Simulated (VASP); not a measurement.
# Cl (Cmce) in VASP: equation of state

How stiff is Cl in PBEsol, and what volume does it want? The cell is scaled to several volumes.

Everything below comes from runs of VASP 6.6.1. Logs are shortened: lines on timing, memory, paths and dates and some standing lists are left out, and cuts for length are marked.

## Step 1: Starting point

The structure is orthorhombic, space group Cmce (No. 64). The conventional cell has a = 6.290 Å, b = 4.500 Å, c = 8.210 Å, α = 90.00°, β = 90.00°, γ = 90.00°. Around Cl (site symmetry m) lie 1 Cl at 2.02 Å.

## Step 2: Equation of state, PBEsol, 27.31 Å³/atom (volume scaled by 0.94)

The input, INCAR:

```
SYSTEM = Cl
PREC = Accurate ; ENCUT = 520
EDIFF = 1E-7 ; ISMEAR = -1
SIGMA = 0.05 ; LREAL = .False.
LASPH = .True. ; NELM = 100
ALGO = Normal ; ISIF = 2
LWAVE = .False. ; LCHARG = .False.
GGA = PS ; NBANDS = 22
```

The input, KPOINTS:

```
Automatic mesh
0
Gamma
  7 7 4
  0 0 0
```

The input, POSCAR:

```
Cl
1.0
    3.0807983119     -2.2040687446      0.0000000000
    3.0807983119      2.2040687446      0.0000000000
    0.0000000000      0.0000000000      8.0424019526
Cl
4
Direct
    0.3700000000      0.6300000000      0.4000000000
    0.1300000000      0.8700000000      0.9000000000
    0.6300000000      0.3700000000      0.6000000000
    0.8700000000      0.1300000000      0.1000000000
```

Potentials or basis: VASP PAW PBE potentials, release 64 (Cl).

On the command line:

```
> cat potpaw_PBE.64/Cl/POTCAR > POTCAR
> mpirun -np 1 vasp_std > vasp.out
```

OUTCAR:

```text
SYSTEM = Cl
   PREC = Accurate
   ENCUT = 520
   EDIFF = 1E-7
   ISMEAR = -1
   LREAL = .False.
   LASPH = .True.
   NELM = 100
   ISIF = 2
   GGA = PS

 Found     48 irreducible k-points:

 Following reciprocal coordinates:
            Coordinates               Weight
  0.000000  0.000000  0.000000      1.000000
  0.142857 -0.000000  0.000000      4.000000
  0.285714 -0.000000  0.000000      4.000000
  0.428571 -0.000000  0.000000      4.000000
  0.142857  0.142857  0.000000      2.000000
  0.285714  0.142857  0.000000      4.000000
   k-points           NKPTS =     48   k-points in BZ     NKDIM =     48   number of bands    NBANDS=     22
   number of dos      NEDOS =    301   number of ions     NIONS =      4
   total plane-waves  NPLWV =  47040
   dimension x,y,z NGX =    28 NGY =   28 NGZ =   60
   dimension x,y,z NGXF=    56 NGYF=   56 NGZF=  120
   ions per type =               4
   NGX,Y,Z   is equivalent  to a cutoff of  12.29, 12.29, 12.40 a.u.
   NGXF,Y,Z  is equivalent  to a cutoff of  24.58, 24.58, 24.81 a.u.
 SYSTEM =  Cl
   PREC   = accura    normal or accurate (medium, high low for compatibility)
   ISTART =      0    job   : 0-new  1-cont  2-samecut
   ICHARG =      2    charge: 1-file 2-atom 10-const
   ISPIN  =      1    spin polarized calculation?
   LNONCOLLINEAR =      F non collinear calculations
   LSORBIT =      F    spin-orbit coupling
   LASPH  =      T    aspherical Exc in radial PAW
   ENCUT  =  520.0 eV  38.22 Ry    6.18 a.u.   7.04  7.04 14.95*2*pi/ulx,y,z
   NELM   =    100;   NELMIN=  2; NELMDL= -5     # of ELM steps
   EDIFF  = 0.1E-06   stopping-criterion for ELM
   LREAL  =      F    real-space projection
   EDIFFG = 0.1E-05   stopping-criterion for IOM
   NSW    =      0    number of steps for IOM
   IBRION =     -1    ionic relax: 0-MD 1-quasi-New 2-CG
   NFREE  =      0    steps in history (QN), initial steepest desc. (CG)
   ISIF   =      2    stress and relaxation
   ISYM   =      2    0-nonsym 1-usesym 2-fastsym
   POTIM  = 0.5000    time-step for ionic-motion
   TEBEG  =    0.0;   TEEND  =   0.0 temperature during run
   PSTRESS=    0.0 pullay stress
   NELECT =      28.0000    total number of electrons
   NUPDOWN=      -1.0000    fix difference up-down
   EMIN   =  10.00;   EMAX   =-10.00  energy-range for DOS
   EFERMI =   0.00;   METHOD = LEGACY
   ISMEAR =    -1;   SIGMA  =   0.05  broadening in eV -4-tet -1-fermi 0-gaus
   EFERMI_NEDOS =   21; number of points for ismear=-14 and -15
   IALGO  =     38    algorithm
   IMIX   =      4    mixing-type and parameters
     AMIX     =   0.40;   BMIX     =  1.00
     AMIX_MAG =   1.60;   BMIX_MAG =  1.00
  volume/ion in A,a.u.               =      27.31       184.26
  Fermi-wavevector in a.u.,A,eV,Ry     =   1.039983  1.965282 14.715572  1.081564
  Thomas-Fermi vector in A             =   2.174538
   LORBIT       =      0    0 simple, 1 ext, 2 COOP (PROOUT), +10 PAW based schemes
   GGA     = PS    functional components
   LHFCALC =     F    Hartree Fock is set to
   AEXX    =    0.0000 exact exchange contribution
   IVDW    =     0    specifies the selected vdW correction
   LEPSILON=     F    determine dielectric tensor
   LRPA    =     F    only Hartree local field effects (RPA)
 non-spin polarized calculation
  energy-cutoff  :      520.00
  volume of cell :      109.22
 maximum number of plane-waves:      2974
   NGX = 15   NGY = 15   NGZ = 29

 number of electron      27.9999995 magnetization

 Free energy of the ion-electron system (eV)
  ---------------------------------------------------
  ext. energy  EPLUGINS =         0.00000000
  ---------------------------------------------------
  free energy    TOTEN  =        -7.97894009 eV

  energy without entropy =       -7.97894009  energy(sigma->0) =       -7.97894009

 E-fermi :   1.0241     XC(G=0):  -8.2020

 val. band max:       -0.1063751524   @ k =  -0.4286   0.4286   0.0000
 cond. band min:       2.6011899539   @ k =   0.1429  -0.0000   0.0000
 fundamental gap:      2.7075651063
 Fermi energy:         1.0240801576

 k-point     1 :       0.0000    0.0000    0.0000
  band No.  band energies     occupation
      1     -17.1286      2.00000
      2     -16.8992      2.00000
      3     -12.7675      2.00000
      4     -12.1048      2.00000
      5      -5.7317      2.00000
      6      -4.7767      2.00000
[... 14 lines left out ...]
     21      10.0249      0.00000
     22      10.2053      0.00000

 k-point     2 :       0.1429   -0.0000    0.0000
  band No.  band energies     occupation
      1     -17.0872      2.00000
      2     -16.8783      2.00000
      3     -12.7379      2.00000
      4     -12.1456      2.00000
      5      -5.7289      2.00000
      6      -4.8250      2.00000
[... 14 lines left out ...]
     21       9.7605      0.00000
     22      10.3297      0.00000

 k-point     3 :       0.2857   -0.0000    0.0000
  band No.  band energies     occupation
      1     -16.9848      2.00000
      2     -16.8368      2.00000
      3     -12.6578      2.00000
      4     -12.2562      2.00000
      5      -5.6986      2.00000
      6      -4.9947      2.00000
[... 14 lines left out ...]
     21      10.0467      0.00000
     22      10.9367      0.00000

 k-point     4 :       0.4286   -0.0000    0.0000
  band No.  band energies     occupation
      1     -16.8780      2.00000
      2     -16.8242      2.00000
      3     -12.5425      2.00000
      4     -12.4019      2.00000
      5      -5.5690      2.00000
      6      -5.2950      2.00000
[... 14 lines left out ...]
     21      10.4730      0.00000
     22      11.1785      0.00000

 k-point     5 :       0.1429    0.1429    0.0000
  band No.  band energies     occupation
      1     -17.0792      2.00000
      2     -16.8618      2.00000
      3     -12.7278      2.00000
      4     -12.1113      2.00000
      5      -5.7031      2.00000
      6      -4.8211      2.00000
[... 14 lines left out ...]
     21      10.3944      0.00000
     22      10.4316      0.00000

 k-point     6 :       0.2857    0.1429    0.0000
  band No.  band energies     occupation
      1     -17.0038      2.00000
      2     -16.8180      2.00000
      3     -12.6702      2.00000
      4     -12.1617      2.00000
      5      -5.6741      2.00000
      6      -4.9062      2.00000
[... 14 lines left out ...]
     21       9.9589      0.00000
     22      10.5006      0.00000

 [... further k-points ...]

------------------------ aborting loop because EDIFF is reached ----------------------------------------

  FORCE on cell =-STRESS in cart. coord.  units (eV):
  Direction    XX          YY          ZZ          XY          YZ          ZX
  --------------------------------------------------------------------------------------
  -------------------------------------------------------------------------------------
  Total        0.2619313      0.2124351      0.6848520      0.0000000     -0.0000000      0.0000000
  in kB        3.8423222      3.1162530     10.0462308      0.0000000     -0.0000000      0.0000000
  external PRESSURE =       5.6682687 kB  Pullay stress =       0.0000000 kB

 VOLUME and BASIS-vectors are now :
 -----------------------------------------------------------------------------
  energy-cutoff  :      520.00
  volume of cell :      109.22
      direct lattice vectors                 reciprocal lattice vectors
     3.080798312 -2.204068745  0.000000000     0.162295597 -0.226853178  0.000000000
     3.080798312  2.204068745  0.000000000     0.162295597  0.226853178  0.000000000
     0.000000000  0.000000000  8.042401953     0.000000000  0.000000000  0.124340963

 POSITION                                       TOTAL-FORCE (eV/Angst)
 -----------------------------------------------------------------------------------
      3.08080      0.57306      3.21696         0.000000      0.192838     -0.431315
      3.08080      1.63101      7.23816         0.000000     -0.192838     -0.431315
      3.08080     -0.57306      4.82544         0.000000     -0.192838      0.431315
      3.08080     -1.63101      0.80424         0.000000      0.192838      0.431315
 -----------------------------------------------------------------------------------
    total drift:                               -0.000000      0.000000      0.000000

  FREE ENERGIE OF THE ION-ELECTRON SYSTEM (eV)
  ---------------------------------------------------
  free  energy   TOTEN  =        -7.9789400908 eV

  energy  without entropy=       -7.9789400907  energy(sigma->0) =       -7.97894009
```

Wall time 50 s (1 thread of AMD EPYC 9R45 (Zen 5), shared host); peak memory 0.2 GiB.

Results:

* Free energy: -7.9789 eV
* Pressure: 0.6 GPa
* Largest force: 0.472 eV/Å
* Band gap on the k mesh: 2.71 eV, indirect (least direct gap 2.77 eV)

Caveat: the PAW data sets were made with another functional, which shifts forces and pressure a little; an odd mesh through Γ misses points on the zone boundary, where band edges often lie.

## Step 3: Equation of state, PBEsol, 27.89 Å³/atom (volume scaled by 0.96)

INCAR is that of step 2.

KPOINTS is that of step 2.

The input, POSCAR:

```
Cl
1.0
    3.1024947895     -2.2195908669      0.0000000000
    3.1024947895      2.2195908669      0.0000000000
    0.0000000000      0.0000000000      8.0990404521
Cl
4
Direct
    0.3700000000      0.6300000000      0.4000000000
    0.1300000000      0.8700000000      0.9000000000
    0.6300000000      0.3700000000      0.6000000000
    0.8700000000      0.1300000000      0.1000000000
```

Potentials or basis: VASP PAW PBE potentials, release 64 (Cl).

On the command line:

```
> cat potpaw_PBE.64/Cl/POTCAR > POTCAR
> mpirun -np 1 vasp_std > vasp.out
```

Wall time 50 s (1 thread of AMD EPYC 9R45 (Zen 5), shared host); peak memory 0.2 GiB.

It converged, with:

- Free energy: -7.9833 eV
- Pressure: -0.1 GPa
- Largest force: 0.215 eV/Å
- Band gap on the k mesh: 2.63 eV, indirect (least direct gap 2.69 eV)

Caveat: the PAW data sets were made with another functional, which shifts forces and pressure a little; an odd mesh through Γ misses points on the zone boundary, where band edges often lie.

## Step 4: Equation of state, PBEsol, 28.47 Å³/atom (volume scaled by 0.98)

INCAR is that of step 3.

KPOINTS is that of step 3.

The input, POSCAR:

```
Cl
1.0
    3.1238919815     -2.2348988739      0.0000000000
    3.1238919815      2.2348988739      0.0000000000
    0.0000000000      0.0000000000      8.1548976686
Cl
4
Direct
    0.3700000000      0.6300000000      0.4000000000
    0.1300000000      0.8700000000      0.9000000000
    0.6300000000      0.3700000000      0.6000000000
    0.8700000000      0.1300000000      0.1000000000
```

On the command line:

```
> cat potpaw_PBE.64/Cl/POTCAR > POTCAR
> mpirun -np 1 vasp_std > vasp.out
```

Run time: 57 s. Hardware: 1 thread of AMD EPYC 9R45 (Zen 5), shared host; peak memory 0.22 GiB.

The run converged. Its results:

```
Free energy            : -7.9789 eV
Pressure               : -0.6 GPa
Largest force          : 0.112 eV/Å
Band gap on the k mesh : 2.55 eV, indirect (least direct gap 2.61 eV)
```

Caveat: the PAW data sets were made with another functional, which shifts forces and pressure a little; an odd mesh through Γ misses points on the zone boundary, where band edges often lie.

## Step 5: Equation of state, PBEsol, 29.63 Å³/atom (volume scaled by 1.02)

INCAR is that of step 4.

KPOINTS is that of step 4.

The input, POSCAR:

```
Cl
1.0
    3.1658284216     -2.2649010965      0.0000000000
    3.1658284216      2.2649010965      0.0000000000
    0.0000000000      0.0000000000      8.2643724455
Cl
4
Direct
    0.3700000000      0.6300000000      0.4000000000
    0.1300000000      0.8700000000      0.9000000000
    0.6300000000      0.3700000000      0.6000000000
    0.8700000000      0.1300000000      0.1000000000
```

On the command line:

```
> cat potpaw_PBE.64/Cl/POTCAR > POTCAR
> mpirun -np 1 vasp_std > vasp.out
```

Wall time 58 s (1 thread of AMD EPYC 9R45 (Zen 5), shared host); peak memory 0.22 GiB.

Results (log left out):

```
Free energy            : -7.9473 eV
Pressure               : -1.6 GPa
Largest force          : 0.518 eV/Å
Band gap on the k mesh : 2.41 eV, indirect (least direct gap 2.46 eV)
```

Caveat: the PAW data sets were made with another functional, which shifts forces and pressure a little; an odd mesh through Γ misses points on the zone boundary, where band edges often lie.

## Step 6: Equation of state, PBEsol, 30.21 Å³/atom (volume scaled by 1.04)

INCAR is that of step 5.

KPOINTS is that of step 5.

The input, POSCAR:

```
Cl
1.0
    3.1863863250     -2.2796086586      0.0000000000
    3.1863863250      2.2796086586      0.0000000000
    0.0000000000      0.0000000000      8.3180387054
Cl
4
Direct
    0.3700000000      0.6300000000      0.4000000000
    0.1300000000      0.8700000000      0.9000000000
    0.6300000000      0.3700000000      0.6000000000
    0.8700000000      0.1300000000      0.1000000000
```

Potentials or basis: VASP PAW PBE potentials, release 64 (Cl).

On the command line:

```
> cat potpaw_PBE.64/Cl/POTCAR > POTCAR
> mpirun -np 1 vasp_std > vasp.out
```

Wall time 59 s (1 thread of AMD EPYC 9R45 (Zen 5), shared host); peak memory 0.23 GiB.

The run converged. Its results:

* Free energy: -7.9217 eV
* Pressure: -2.0 GPa
* Largest force: 0.717 eV/Å
* Band gap on the k mesh: 2.34 eV, indirect (least direct gap 2.39 eV)

Caveat: the PAW data sets were made with another functional, which shifts forces and pressure a little; an odd mesh through Γ misses points on the zone boundary, where band edges often lie.

## Step 7: Equation of state, PBEsol, 30.79 Å³/atom (volume scaled by 1.06)

INCAR is that of step 6.

KPOINTS is that of step 6.

The input, POSCAR:

```
Cl
1.0
    3.2066823265     -2.2941288504      0.0000000000
    3.2066823265      2.2941288504      0.0000000000
    0.0000000000      0.0000000000      8.3710212721
Cl
4
Direct
    0.3700000000      0.6300000000      0.4000000000
    0.1300000000      0.8700000000      0.9000000000
    0.6300000000      0.3700000000      0.6000000000
    0.8700000000      0.1300000000      0.1000000000
```

On the command line:

```
> cat potpaw_PBE.64/Cl/POTCAR > POTCAR
> mpirun -np 1 vasp_std > vasp.out
```

It took 58 s on 1 thread of AMD EPYC 9R45 (Zen 5), shared host; peak memory 0.23 GiB.

The run converged. Its results:

```
Free energy            : -7.8907 eV
Pressure               : -2.4 GPa
Largest force          : 0.903 eV/Å
Band gap on the k mesh : 2.27 eV, indirect (least direct gap 2.33 eV)
```

Caveat: the PAW data sets were made with another functional, which shifts forces and pressure a little; an odd mesh through Γ misses points on the zone boundary, where band edges often lie.

## Step 8: Equation of state, PBEsol

No new run: the results of the series are fitted here.

What came out:

```
Equilibrium volume                        : 27.87 Å³/atom
Bulk modulus at fixed shape and positions : 29 GPa
Pressure derivative of the bulk modulus   : 4.6
```

Energy against volume, from the lowest point:
| volume (Å³/atom) | energy (meV/atom) |
| --- | --- |
| 27.305 | 1.10 |
| 27.886 | 0.00 |
| 28.467 | 1.12 |
| 29.048 | 4.19 |
| 29.629 | 9.01 |
| 30.210 | 15.40 |
| 30.791 | 23.16 |

Caveat: the cell was scaled at fixed shape and fractional positions, which overstates the stiffness of a crystal with free parameters, most of all of layers and chains; the PAW data sets were made with another functional, which shifts forces and pressure a little.
